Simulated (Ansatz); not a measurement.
## RbCl: computed properties

The calculation used DFT PBE, scalar-relativistic, plane waves, PAW (Ansatz).

Cutoff 420 eV; k points 6×6×6 on the computed 2-atom cell (Γ-centred); Gaussian smearing, width 0.02 eV; no spin polarisation.

The structure is relaxed at this level of theory with its symmetry kept.

```cif
data_structure
_symmetry_space_group_name_H-M 'Fm-3m'
_symmetry_Int_Tables_number 225
_cell_length_a 6.6983
_cell_length_b 6.6983
_cell_length_c 6.6983
_cell_angle_alpha 90.000
_cell_angle_beta 90.000
_cell_angle_gamma 90.000
_cell_volume 300.53
loop_
_atom_site_label
_atom_site_type_symbol
_atom_site_symmetry_multiplicity
_atom_site_Wyckoff_symbol
_atom_site_fract_x
_atom_site_fract_y
_atom_site_fract_z
_atom_site_occupancy
Rb1 Rb 4 a 0.00000 0.00000 0.00000 1
Cl1 Cl 4 b 0.50000 0.00000 0.00000 1
```

| Property | Result |
| --- | --- |
| Space group | Fm-3m (No. 225) |
| Volume per atom | 37.57 Å³ |
| Formation energy from the elements' standard states (uncorrected) | -1.986 eV/atom |
| Kohn–Sham band gap | 4.84 eV, direct at Γ |
| Löwdin character of the top 1 eV of the valence band | Cl 3p 96 % |
| Löwdin character of the lowest 1 eV of the conduction band | Rb 5s 79 %, Cl 3s 12 % |
| Electron masses at the edge by Cartesian direction of the standard setting (m_e; degenerate bands sorted by energy; no spin-orbit coupling) | x: 0.44; y: 0.44; z: 0.44 |
| Hole masses at the edge by Cartesian direction of the standard setting (m_e; degenerate bands sorted by energy; no spin-orbit coupling) | x: 8.1, 8.1, 0.74; y: 8.1, 8.1, 0.74; z: 8.1, 8.1, 0.74 |
| Bulk modulus | 14.2 GPa |
| Its pressure derivative | 5.0 |
| Electronic dielectric constant xx, yy, zz of the standard setting (independent particles) | 2.5, 2.5, 2.5 |
| Bader charges (e) | Rb (1 in the cell) 0.85, Cl (1 in the cell) -0.85 |